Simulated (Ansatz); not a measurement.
# BN (P1) in Ansatz: settings compared

The runs below take BN through band structure, single point, equation of state, with r2SCAN, LDA.

Program: Ansatz 0.2.0. These are calculated values, not measurements. Logs are shortened: lines on timing, memory, paths and dates and some standing lists are left out, and cuts for length are marked.

**1. Starting point**

The typed cell holds 2 atoms: a = 2.508 Å, b = 2.508 Å, c = 3.274 Å, α = 101.11°, β = 101.11°, γ = 119.81°.

The cell comes from a database or a generator and needn't be the stable form of this composition.

**2. Band structure, r2SCAN**

The input, input.yaml:

```yaml
crystal:
  lattice:
    - [2.5080409239, 0.0, 0.0]
    - [-1.2467107647, 2.1762310413, 0.0]
    - [-0.6306650796, -1.0881155206, 3.02254]
  atoms:
    - { symbol: "N", position: [0.668506, 0.332385, 0.984999] }
    - { symbol: B, position: [0.979643, 0.983499, 0.001806] }
hamiltonian:
  xc: r2scan
  pseudopotentials: { kind: paw }
kpoints:
  mp_grid: { grid: [13, 13, 9] }
  band_path:
    path:
      - [[0.0, 0.0, 0.0], [0.5, -0.5, 0.0], [0.5, -0.5, -0.5], [0.0, 0.0, -0.5], [0.0, 0.0, 0.0], [0.3772664522, 0.3772664522, -0.3772664522], [0.7093019284, -0.2906980716, -0.2093019284], [0.5, -0.5, 0.0]]
      - [[0.5, -0.5, -0.5], [0.6227335478, -0.3772664522, -0.6227335478]]
      - [[0.3772664522, 0.3772664522, -0.3772664522], [0.2906980716, 0.2906980716, -0.7906980716], [0.0, 0.0, -0.5]]
      - [[0.5, 0.0, -0.5], [0.0, 0.0, 0.0]]
    npoints: 14
scf:
  occupations: { method: fermi_dirac, width: 0.05 }
  n_extra_bands: 6
output:
  forces: true
  stress: true
  eigenvalues: true
  fatbands: false
```

Potentials or basis: Ansatz PAW.

Launch:

```
$ ansatz run input.yaml --threads 2 --pin off --max-ram 5632MiB --backend cpu --events-out ev --progress --plain --runs-dir out
```

The program printed:

```text
Warning: RAYON_NUM_THREADS=2 ignored (pool sized by the plan → 2); use --threads N
scf.n_extra_bands = 6 over 4 filled bands (N_el = 8.0): the run solves 10 bands
Engine: ansatz 0.2.0, x86_64-unknown-linux-gnu
Pseudopotentials: kind: paw
Pseudopotential: N, paw, valence charge 5, recommended cutoff 500 eV (meta_gga), N.paw.azcp
Pseudopotential: B, paw, valence charge 3, recommended cutoff 500 eV (meta_gga), B.paw.azcp
Functional definition: r2SCAN
  parameter k0 = 0.174
  parameter k1 = 0.065
  parameter a1 = 4.9479
  exchange = r2scan_x(k0 = k0, k1 = k1, a1 = a1)
  correlation = r2scan_c
Crystal: 2 atoms, lattice volume = 16.497 Å³
Basis set: ecut = 500 eV, 413 PW (Γ), exchange–correlation on 80×80×96 points (64 copies of the dense FFT grid, shifted against one another)
Bands: 10, of which v1, the nominal top of the filled ones, is band 4 counted from 1 (3 counted from 0)
Symmetry: 1 space group operations
Space group: P1 (ITA 1), of the structure as read, at distance tolerance 2.5e-5 Å
k-points: 761 of 1521 (time reversal used)
Non-local potential: N, projectors of the file, l = 0: 2, l = 1: 2, l = 2: 1
Non-local potential: B, projectors of the file, l = 0: 2, l = 1: 2, l = 2: 1
PAW form: soft (Blöchl's): semilocal exchange-correlation on the pseudo side does not see the compensation charge
PAW frozen core: N, regenerated for the run's functional (the file was generated under x = pbe(κ = 0.804, μ = 0.2195149727645171), c = pbe(β = 0.06672455060314922))
PAW frozen core: B, regenerated for the run's functional (the file was generated under x = pbe(κ = 0.804, μ = 0.2195149727645171), c = pbe(β = 0.06672455060314922))
PAW one-centre angular grid: N, 302 points (default); XC on 160 Gauss nodes
PAW one-centre angular grid: B, 302 points (default); XC on 160 Gauss nodes
Initial density: superposition of atomic densities (neutral atoms: chi_scale 0, normalization atom), corrected by the library's trained network
Initial wavefunctions: pseudopotential atomic-orbital guess
Functional: x = r2scan, c = r2scan; τ floored in thin density (d = 2e-4 eV/Å³)
SCF iter   1: F=—  HF=-543.904321 eV  |F-HF|=—  |Δ(HF+E_count)|=         —  Δρ=9.58e-3  dr2=1.15e-2  dr2_τ=3.44e-1  ethr=1.77e-3  ⟨swp⟩=5.4  Hψ=46834  notcnv=0  defer=627
preconditioner: auto → none  [insulator: Δε(μ)=3.345 eV  Ē_g=23.052 eV  σ=0.050 eV  W_gap=1.00  n_scr=2 (ndim 8)  ℏωp=25.9 eV  f_vac=0.000  D(μ)=0.00/eV (n_scr^D=0)  ε∞_Penn≈2.3]
SCF iter   2: F=—  HF=-543.968187 eV  |F-HF|=—  |Δ(HF+E_count)|=   6.39e-2  Δρ=5.58e-3  dr2=1.96e-3  dr2_τ=2.41e-4  ethr=1.44e-4  ⟨swp⟩=2.0  Hψ=20262  notcnv=0  defer=1046
SCF iter   3: F=—  HF=-543.968045 eV  |F-HF|=—  |Δ(HF+E_count)|=   1.42e-4  Δρ=1.44e-3  dr2=1.75e-4  dr2_τ=5.36e-5  ethr=2.45e-5  ⟨swp⟩=1.9  Hψ=8561  notcnv=0  defer=1046
SCF iter   4: F=—  HF=-543.968048 eV  |F-HF|=—  |Δ(HF+E_count)|=   2.56e-6  Δρ=2.56e-4  dr2=7.91e-6  dr2_τ=6.01e-7  ethr=2.19e-6  ⟨swp⟩=2.5  Hψ=9890  notcnv=0  defer=1046
SCF iter   5: F=—  HF=-543.968045 eV  |F-HF|=—  |Δ(HF+E_count)|=   2.22e-6  Δρ=9.32e-5  dr2=9.00e-7  dr2_τ=6.08e-8  ethr=9.88e-8  ⟨swp⟩=2.2  Hψ=9218  notcnv=0  defer=1046
SCF iter   6: F=-543.968046 eV  HF=-543.968046 eV  |F-HF|=1.16e-8  |Δ(HF+E_count)|=   1.89e-7  Δρ=2.67e-5  dr2=8.08e-8  dr2_τ=1.91e-9  ethr=1.25e-9  ⟨swp⟩=7.2  Hψ=39239  notcnv=0
SCF 1 converged in 6 iterations: F = -543.968046 eV  dr2 = 8.08e-8
NSCF: frozen V_eff on 158 k-points
SCF converged after 6 iterations
Free energy (F): -543.968046 eV
Harris-Foulkes:  -543.968046 eV  (|F-HF|=1.16e-8)
Internal energy: -543.968046 eV  (E = F + TS)
E sigma→0 (E₀):  -543.968046 eV
Fermi energy:    7.607525 eV
--- Per-component energies (eV) ---
  E_band       = -15.693005
  E_kinetic    = 183.634651
  E_local      = -301.306889  (includes V_loc(G=0)·N_el)
  E_nonlocal   = 57.094991
  E_hartree    = 93.721302
  E_xc         = -91.070344
  E_vxc        = -126.213145  (∫ρ·V_xc dr)
  E_paw        = -209.817022  (= ΣΔE_a)
  E_vpaw       = -23.502317  (= ΣTr[D̂ρ^β])
  E_aug_tail   = 0.000021  (compensation charges beyond the density's cutoff)
  E_vtau       = 7.159845  (kinetic-family band-sum trace: ∫τ·v_τ [+ j·A + Jᵃ·Aᵃ] dr)
  E_ewald      = -276.176749
  E_core_change = -0.048007  (= ΣΔE_core)
  E_smearing   = -0.000000  (= −TS)
  E_closure    = -0.000000  (closes the sum)
  Σ components = -543.968046   (vs F -543.968046, Δ=0.00e0)
--- Forces (eV/Å), atoms counted from 1 ---
  atom   1  N     -1.65879101    -2.09293363     0.63035822
  atom   2  B      1.65877847     2.09289138    -0.63036263
  max |Σ_I F_I| component: 4.23e-5 eV/Å
--- Stress (GPa, compression-positive) ---
       -7.667354      -4.499782       0.569956
       -4.499756       3.448217       1.172429
        0.569981       1.172398       6.473855
  P = ⅓ Tr σ = 0.7516 GPa (7.516 kbar)
--- Band table (eV; the first three rows and the last of 761) ---
  k-point 0: bands = ["-13.4085", "1.9715", "3.3322", "5.0251", "11.8344", "16.8477", "18.9791", "19.9565", "21.6422", "32.5804"]
  k-point 1: bands = ["-13.3479", "1.4664", "3.3299", "5.0203", "12.5757", "16.8185", "18.9808", "19.8702", "21.8625", "32.3167"]
  k-point 2: bands = ["-13.1879", "0.3829", "3.3237", "5.0063", "14.2836", "16.7476", "18.9803", "19.6714", "22.5209", "31.9026"]
  k-point 760: bands = ["-10.2781", "-2.8967", "0.5903", "4.5269", "12.0530", "15.8329", "19.0165", "24.0545", "26.6576", "28.9964"]
```

Wall time 10 s (2 threads of Intel Xeon Platinum 8488C (Sapphire Rapids), shared host); peak memory 0.56 GiB.

What came out:

- Free energy: -543.9680 eV
- Pressure: 0.8 GPa
- Largest force: 2.744 eV/Å
- Band gap on the k mesh: 3.29 eV, indirect (least direct gap 5.16 eV)
- Band gap along the path: 3.21 eV, indirect (least direct gap 5.11 eV)

Forces on the atoms (eV/Å):
```
N   -1.659 -2.093  0.630
B    1.659  2.093 -0.630
```

Levels at the corners of the path, in eV from the valence-band top:
| point | band 1 | band 2 | band 3 | band 4 | band 5 | band 6 | band 7 | band 8 | band 9 |
| --- | --- | --- | --- | --- | --- | --- | --- | --- | --- |
| Γ | -19.36 | -3.98 | -2.62 | -0.93 | 5.88 | 10.89 | 13.02 | 14.00 | 15.69 |
| Y | -16.11 | -9.98 | -4.49 | -0.22 | 6.84 | 9.59 | 13.13 | 15.35 | 21.11 |
| T | -15.78 | -9.44 | -4.64 | -2.34 | 3.21 | 9.70 | 16.44 | 20.84 | 22.37 |
| Z | -18.79 | -7.29 | -2.65 | -0.98 | 10.58 | 11.55 | 12.99 | 13.12 | 19.31 |
| Γ | -19.36 | -3.98 | -2.62 | -0.93 | 5.88 | 10.89 | 13.02 | 14.00 | 15.69 |
| X | -15.38 | -8.79 | -7.16 | -1.44 | 3.83 | 13.32 | 13.75 | 18.76 | 19.72 |
| A1 | -15.52 | -8.66 | -7.55 | -1.33 | 5.94 | 13.30 | 15.49 | 15.73 | 19.16 |
| Y | -16.11 | -9.98 | -4.49 | -0.22 | 6.84 | 9.59 | 13.13 | 15.35 | 21.11 |
| T | -15.78 | -9.44 | -4.64 | -2.34 | 3.21 | 9.70 | 16.44 | 20.84 | 22.37 |
| X1 | -15.38 | -8.79 | -7.16 | -1.44 | 3.83 | 13.32 | 13.75 | 18.76 | 19.72 |
| X | -15.38 | -8.79 | -7.16 | -1.44 | 3.83 | 13.32 | 13.75 | 18.76 | 19.72 |
| A | -15.52 | -8.66 | -7.55 | -1.33 | 5.94 | 13.30 | 15.49 | 15.73 | 19.16 |
| Z | -18.79 | -7.29 | -2.65 | -0.98 | 10.58 | 11.55 | 12.99 | 13.12 | 19.31 |
| L | -15.86 | -9.53 | -5.12 | -1.60 | 5.06 | 10.08 | 14.72 | 18.41 | 21.95 |
| Γ | -19.36 | -3.98 | -2.62 | -0.93 | 5.88 | 10.89 | 13.02 | 14.00 | 15.69 |

Caveat: the k mesh misses the band edges, so the gap on the mesh is wider than the one along the path; the PAW data sets come from PBE, with cores solved anew for the run's functional, which leaves a small shift of forces and pressure; forces of over 1 eV/Å show positions far from the minimum, so gaps and moduli don't describe the material at rest.

**3. Single point, LDA, 7.75 Å³/atom (volume scaled by 0.94)**

The input, input.yaml:

```yaml
crystal:
  lattice:
    - [2.4568420491, 0.0, 0.0]
    - [-1.2212605467, 2.1318056974, 0.0]
    - [-0.6177907512, -1.0659028487, 2.960838197]
  atoms:
    - { symbol: "N", position: [0.668506, 0.332385, 0.984999] }
    - { symbol: B, position: [0.979643, 0.983499, 0.001806] }
hamiltonian:
  xc: lda
  pseudopotentials: { kind: paw }
kpoints:
  mp_grid: { grid: [13, 13, 9] }
scf:
  occupations: { method: fermi_dirac, width: 0.05 }
output:
  forces: true
  stress: true
  eigenvalues: true
```

Potentials or basis: Ansatz PAW.

Launch:

```
$ ansatz run input.yaml --threads 2 --pin off --max-ram 5632MiB --backend cpu --events-out ev --progress --plain --runs-dir out
```

Wall time 2.9 s (2 threads of Intel Xeon Platinum 8488C (Sapphire Rapids), shared host); peak memory 0.45 GiB.

It converged, with:

| Quantity | Value |
| --- | --- |
| Free energy | -526.1805 eV |
| Pressure | 14.1 GPa |
| Largest force | 3.104 eV/Å |
| Band gap on the k mesh | 2.61 eV, indirect (least direct gap 4.54 eV) |

Caveat: odd divisions of the mesh miss points on the zone boundary, where band edges often lie, so the gap on the mesh can be too wide; the pressure holds a Pulay correction of +0.9 GPa for the finite cutoff; the PAW data sets come from PBE, with cores solved anew for the run's functional, which leaves a small shift of forces and pressure; forces of over 1 eV/Å show positions far from the minimum, so gaps and moduli don't describe the material at rest.

**4. Single point, LDA, 7.92 Å³/atom (volume scaled by 0.96)**

input.yaml: that of step 3 with these lines changed.

```diff
@@ -2,5 +2,5 @@
   lattice:
-    - [2.4568420491, 0.0, 0.0]
-    - [-1.2212605467, 2.1318056974, 0.0]
-    - [-0.6177907512, -1.0659028487, 2.960838197]
+    - [2.4741443238, 0.0, 0.0]
+    - [-1.2298612564, 2.1468189082, 0.0]
+    - [-0.6221415337, -1.0734094541, 2.9816898573]
   atoms:
@@ -19 +19,5 @@
   eigenvalues: true
+  write_density: true
+  write_potential: true
+  elf: true
+  volumetric_format: npy
```

Launch:

```
$ ansatz run input.yaml --threads 2 --pin off --max-ram 5632MiB --backend cpu --events-out ev --progress --plain --runs-dir out
```

Run time: 4.3 s. Hardware: 2 threads of Intel Xeon Platinum 8488C (Sapphire Rapids), shared host; peak memory 0.47 GiB.

It converged, with:

```
Free energy            : -526.2027 eV
Pressure               : 7.5 GPa
Largest force          : 2.963 eV/Å
Band gap on the k mesh : 2.62 eV, indirect (least direct gap 4.50 eV)
```

Caveat: odd divisions of the mesh miss points on the zone boundary, where band edges often lie, so the gap on the mesh can be too wide; the pressure holds a Pulay correction of +0.9 GPa for the finite cutoff; the PAW data sets come from PBE, with cores solved anew for the run's functional, which leaves a small shift of forces and pressure; forces of over 1 eV/Å show positions far from the minimum, so gaps and moduli don't describe the material at rest.

**5. Single point, LDA, 8.08 Å³/atom (volume scaled by 0.98)**

The input, input.yaml:

```yaml
crystal:
  lattice:
    - [2.4912079273, 0.0, 0.0]
    - [-1.2383433262, 2.1616250238, 0.0]
    - [-0.6264323005, -1.0808125118, 3.0022538854]
  atoms:
    - { symbol: "N", position: [0.668506, 0.332385, 0.984999] }
    - { symbol: B, position: [0.979643, 0.983499, 0.001806] }
hamiltonian:
  xc: lda
  pseudopotentials: { kind: paw }
kpoints:
  mp_grid: { grid: [13, 13, 9] }
scf:
  occupations: { method: fermi_dirac, width: 0.05 }
output:
  forces: true
  stress: true
  eigenvalues: true
```

Launch:

```
$ ansatz run input.yaml --threads 2 --pin off --max-ram 5632MiB --backend cpu --events-out ev --progress --plain --runs-dir out
```

It took 2.9 s on 2 threads of Intel Xeon Platinum 8488C (Sapphire Rapids), shared host; peak memory 0.46 GiB.

It converged, with:

```
Free energy            : -526.2119 eV
Pressure               : 1.5 GPa
Largest force          : 2.830 eV/Å
Band gap on the k mesh : 2.64 eV, indirect (least direct gap 4.45 eV)
```

Caveat: odd divisions of the mesh miss points on the zone boundary, where band edges often lie, so the gap on the mesh can be too wide; the pressure holds a Pulay correction of +0.9 GPa for the finite cutoff; the PAW data sets come from PBE, with cores solved anew for the run's functional, which leaves a small shift of forces and pressure; forces of over 1 eV/Å show positions far from the minimum, so gaps and moduli don't describe the material at rest.

**6. Single point, LDA, 8.25 Å³/atom**

input.yaml: that of step 5 with these lines changed.

```diff
@@ -2,5 +2,5 @@
   lattice:
-    - [2.4912079273, 0.0, 0.0]
-    - [-1.2383433262, 2.1616250238, 0.0]
-    - [-0.6264323005, -1.0808125118, 3.0022538854]
+    - [2.5080409239, 0.0, 0.0]
+    - [-1.2467107647, 2.1762310413, 0.0]
+    - [-0.6306650796, -1.0881155206, 3.02254]
   atoms:
@@ -19 +19,5 @@
   eigenvalues: true
+  write_density: true
+  write_potential: true
+  elf: true
+  volumetric_format: npy
```

Potentials or basis: Ansatz PAW.

Launch:

```
$ ansatz run input.yaml --threads 2 --pin off --max-ram 5632MiB --backend cpu --events-out ev --progress --plain --runs-dir out
```

It took 4.4 s on 2 threads of Intel Xeon Platinum 8488C (Sapphire Rapids), shared host; peak memory 0.47 GiB.

Results (log left out):

```yaml
Free_energy: -526.2093 eV
Pressure: -3.9 GPa
Largest_force: 2.703 eV/Å
Band_gap_on_the_k_mesh: 2.65 eV, indirect (least direct gap 4.40 eV)
```

Caveat: odd divisions of the mesh miss points on the zone boundary, where band edges often lie, so the gap on the mesh can be too wide; the pressure holds a Pulay correction of +0.8 GPa for the finite cutoff; the PAW data sets come from PBE, with cores solved anew for the run's functional, which leaves a small shift of forces and pressure; forces of over 1 eV/Å show positions far from the minimum, so gaps and moduli don't describe the material at rest.

**7. Single point, LDA, 8.41 Å³/atom (volume scaled by 1.02)**

The input, input.yaml:

```yaml
crystal:
  lattice:
    - [2.5246509505, 0.0, 0.0]
    - [-1.254967368, 2.1906435874, 0.0]
    - [-0.6348417913, -1.0953217937, 3.0425574046]
  atoms:
    - { symbol: "N", position: [0.668506, 0.332385, 0.984999] }
    - { symbol: B, position: [0.979643, 0.983499, 0.001806] }
hamiltonian:
  xc: lda
  pseudopotentials: { kind: paw }
kpoints:
  mp_grid: { grid: [13, 13, 9] }
scf:
  occupations: { method: fermi_dirac, width: 0.05 }
output:
  forces: true
  stress: true
  eigenvalues: true
```

Launch:

```
$ ansatz run input.yaml --threads 2 --pin off --max-ram 5632MiB --backend cpu --events-out ev --progress --plain --runs-dir out
```

Run time: 3.1 s. Hardware: 2 threads of Intel Xeon Platinum 8488C (Sapphire Rapids), shared host; peak memory 0.47 GiB.

Results (log left out):

```yaml
Free_energy: -526.1960 eV
Pressure: -8.9 GPa
Largest_force: 2.584 eV/Å
Band_gap_on_the_k_mesh: 2.66 eV, indirect (least direct gap 4.36 eV)
```

Caveat: odd divisions of the mesh miss points on the zone boundary, where band edges often lie, so the gap on the mesh can be too wide; the pressure holds a Pulay correction of +0.8 GPa for the finite cutoff; the PAW data sets come from PBE, with cores solved anew for the run's functional, which leaves a small shift of forces and pressure; forces of over 1 eV/Å show positions far from the minimum, so gaps and moduli don't describe the material at rest.

**8. Single point, LDA, 8.58 Å³/atom (volume scaled by 1.04)**

input.yaml: that of step 7 with these lines changed.

```diff
@@ -2,5 +2,5 @@
   lattice:
-    - [2.5246509505, 0.0, 0.0]
-    - [-1.254967368, 2.1906435874, 0.0]
-    - [-0.6348417913, -1.0953217937, 3.0425574046]
+    - [2.5410452472, 0.0, 0.0]
+    - [-1.2631167351, 2.2048689444, 0.0]
+    - [-0.6389642561, -1.1024344721, 3.0623148244]
   atoms:
@@ -19 +19,5 @@
   eigenvalues: true
+  write_density: true
+  write_potential: true
+  elf: true
+  volumetric_format: npy
```

Launch:

```
$ ansatz run input.yaml --threads 2 --pin off --max-ram 5632MiB --backend cpu --events-out ev --progress --plain --runs-dir out
```

Wall time 4.6 s (2 threads of Intel Xeon Platinum 8488C (Sapphire Rapids), shared host); peak memory 0.47 GiB.

The run converged. Its results:

```yaml
Free_energy: -526.1729 eV
Pressure: -13.5 GPa
Largest_force: 2.470 eV/Å
Band_gap_on_the_k_mesh: 2.67 eV, indirect (least direct gap 4.31 eV)
```

Caveat: odd divisions of the mesh miss points on the zone boundary, where band edges often lie, so the gap on the mesh can be too wide; the pressure holds a Pulay correction of +0.8 GPa for the finite cutoff; the PAW data sets come from PBE, with cores solved anew for the run's functional, which leaves a small shift of forces and pressure; forces of over 1 eV/Å show positions far from the minimum, so gaps and moduli don't describe the material at rest.

**9. Single point, LDA, 8.74 Å³/atom (volume scaled by 1.06)**

The input, input.yaml:

```yaml
crystal:
  lattice:
    - [2.5572306852, 0.0, 0.0]
    - [-1.2711622815, 2.2189130743, 0.0]
    - [-0.6430342018, -1.1094565371, 3.0818205403]
  atoms:
    - { symbol: "N", position: [0.668506, 0.332385, 0.984999] }
    - { symbol: B, position: [0.979643, 0.983499, 0.001806] }
hamiltonian:
  xc: lda
  pseudopotentials: { kind: paw }
kpoints:
  mp_grid: { grid: [13, 13, 9] }
scf:
  occupations: { method: fermi_dirac, width: 0.05 }
output:
  forces: true
  stress: true
  eigenvalues: true
```

Potentials or basis: Ansatz PAW.

Launch:

```
$ ansatz run input.yaml --threads 2 --pin off --max-ram 5632MiB --backend cpu --events-out ev --progress --plain --runs-dir out
```

It took 3.1 s on 2 threads of Intel Xeon Platinum 8488C (Sapphire Rapids), shared host; peak memory 0.47 GiB.

The run converged. Its results:

```yaml
Free_energy: -526.1408 eV
Pressure: -17.6 GPa
Largest_force: 2.363 eV/Å
Band_gap_on_the_k_mesh: 2.68 eV, indirect (least direct gap 4.27 eV)
```

Caveat: odd divisions of the mesh miss points on the zone boundary, where band edges often lie, so the gap on the mesh can be too wide; the pressure holds a Pulay correction of +0.8 GPa for the finite cutoff; the PAW data sets come from PBE, with cores solved anew for the run's functional, which leaves a small shift of forces and pressure; forces of over 1 eV/Å show positions far from the minimum, so gaps and moduli don't describe the material at rest.

**10. Equation of state, LDA**

Potentials or basis: Ansatz PAW.

This step only gathers the single runs of the series.

What came out:

- Equilibrium volume: 8.13 Å³/atom
- Bulk modulus at fixed shape and positions: 275 GPa
- Pressure derivative of the bulk modulus: 3.6

Energy against volume, from the lowest point:
| volume (Å³/atom) | energy (meV/atom) |
| --- | --- |
| 7.754 | 15.69 |
| 7.919 | 4.62 |
| 8.084 | 0.00 |
| 8.249 | 1.29 |
| 8.414 | 7.95 |
| 8.579 | 19.52 |
| 8.744 | 35.55 |

Caveat: the cell was scaled at fixed shape and fractional positions, which overstates the stiffness of a crystal with free parameters, most of all of layers and chains.
